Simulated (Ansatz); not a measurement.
**Fitting the PBE0 energy curve of RuAl**

```yaml
crystal:
  lattice:
    - [2.99160, 0.00000, 0.00000]
    - [0.00000, 2.99160, 0.00000]
    - [0.00000, 0.00000, 2.99160]
  atoms:
    - { symbol: Ru, position: [0.50000, 0.50000, 0.50000] }
    - { symbol: Al, position: [0.00000, 0.00000, 0.00000] }
```

The cell was scaled at fixed shape and fractions and run with Ansatz, Ansatz PAW, cutoff 420 eV; PBE0, k mesh 6 × 6 × 6 on the cell of 2 atoms, fermi-dirac occupations of 0.05 eV, no spin polarisation, no spin-orbit coupling. The potentials were made for PBE. Energies are those that the program minimises, any entropy of the smearing included. For a metal such a mesh isn't converged to the digits shown.

```csv
V (Å³/atom),energy over the lowest row (meV/atom)
12.5837,16.09
12.8514,3.73
13.1192,0.00
13.3869,?
13.6547,14.88
13.9224,32.00
14.1901,54.68
```

Q: Fit the third-order Birch-Murnaghan form, give V0, B0 and B′, and predict the energy left open.

A: With y = (V0/V)^(2/3), E = E0 + (9 V0 B0/16) [(y - 1)³ B′ + (y - 1)² (6 - 4y)]. Least squares through the rows shown give V0 = 13.1101 Å³/atom, E0 = -0.01 meV, B0 = 226.9 GPa (1 eV/Å³ = 160.218 GPa) and B′ = 4.35, with a largest miss of 0.01 meV. At V = 13.3869 the form with these constants gives 3.98 meV; the run gave 3.98 meV an atom.
